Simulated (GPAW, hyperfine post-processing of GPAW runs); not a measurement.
# Li2MnO2F: isotropic lines and sites in a paramagnetic 7Li spectrum

Calculated values: DFT, revPBE+U, plane-wave PAW, GPAW setups, collinear spin, scalar-relativistic (GPAW), contact and point-dipole shifts scaled to 340 K with Θ = 0 K (a pure Curie law); spin-only moments, above the ordering temperature.

```xyz
12
Lattice="2.5846 -4.4675 0.0000 2.5846 4.4675 0.0000 -1.8071 0.0000 4.8345" Properties=species:S:1:pos:R:3 pbc="T T T"
Mn    1.1227   -3.6012    3.6275
Mn    2.0260    3.6016    1.2100
F     0.3336    0.8041    2.5306
F     1.2375   -0.8039    0.1148
O     2.9064    2.3362    2.3722
O     2.0023   -2.3366    4.7921
O     3.9936    0.5987    0.0239
O     3.0904   -0.5987    2.4425
Li    1.3636   -0.7983    3.5503
Li    2.2671    0.7982    1.1331
Li    1.2036    2.2528    3.6032
Li    2.1071   -2.2528    1.1859
```

7Li MAS at 9.4 T (155.6 MHz), 62.5 kHz, 340 K; contact and dipolar shift alone, no orbital or quadrupolar part; lines under 1.5 % of the strongest are left out. Lines of the NMR spectrum (strongest = 100):

```tsv
position (ppm)	intensity
-727.4	7.0
-410.9	10
-325.6	19
-9.1	25
76.2	45
392.7	100
478.0	37
794.5	38
879.8	39
1196.3	4.5
1281.6	20
1683.4	7.9
2085.1	1.7
```

**Question.** Which lines are isotropic ones rather than spinning sidebands, and which Li atoms give them?

Sidebands are spaced by 402 ppm (the spinning rate over the resonance of 155.6 MHz). An isotropic line need not be the tallest: it is the area-weighted centre of its own family of sidebands, and the one that stays put when the rate is changed. Isotropic shifts: 478 ppm for atom 9 and the 1 atom equivalent to it (7 Mn through links of 85 to 91° (8), 99 to 101° (2), 165° (1) and 175° (1)), reduced anisotropy 1254 ppm; 393 ppm for atom 11 and the 1 atom equivalent to it (7 Mn through links of 84 to 91° (7), 94 to 98° (3) and 173 to 177° (2)), reduced anisotropy -767 ppm. The families' total areas stand as 1:1; where areas are equal the match rests on the calculation.

[Logs are printed without paths, hosts, clocks, repeated set-up lines and the standing remarks that a program may print on its own settings, such as how far it seeks lower states.]

[Hosts, paths, dates, database ids (printed as entryN), source tags and the programs' standing remarks are cut or masked in the printed files.]
